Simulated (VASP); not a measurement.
The system is WC (Qusongite).

```
CELL_PARAMETERS angstrom
2.90650 0.00000 0.00000
-1.45325 2.51710 0.00000
0.00000 0.00000 2.83660
ATOMIC_POSITIONS crystal
W 0.00000 0.00000 0.00000
C 0.66667 0.33333 0.50000
```

Base run:

* Program: VASP 6.6.1
* Functional: BLYP
* Potentials or basis: VASP PAW PBE potentials, release 64 (W_sv, C)
* Cutoff: 520 eV
* k mesh: 10 × 10 × 9
* Occupations: fermi-dirac, width 0.05 eV
* Spin: no spin polarisation

Its results: pressure 21.2 GPa.

**Question.** The run is repeated on the same cell with these changes: functional from BLYP to PBE; occupations from fermi-dirac, width 0.05 eV to gaussian, width 0.011 eV. What comes out?

**Answer.** Pressure 6.7 GPa.

Caveats: so large a pressure means that the cell lies far from this level's equilibrium, or that cutoff or potentials fall short (some runs); the potentials were made for another functional, which shifts forces and pressure (some runs).
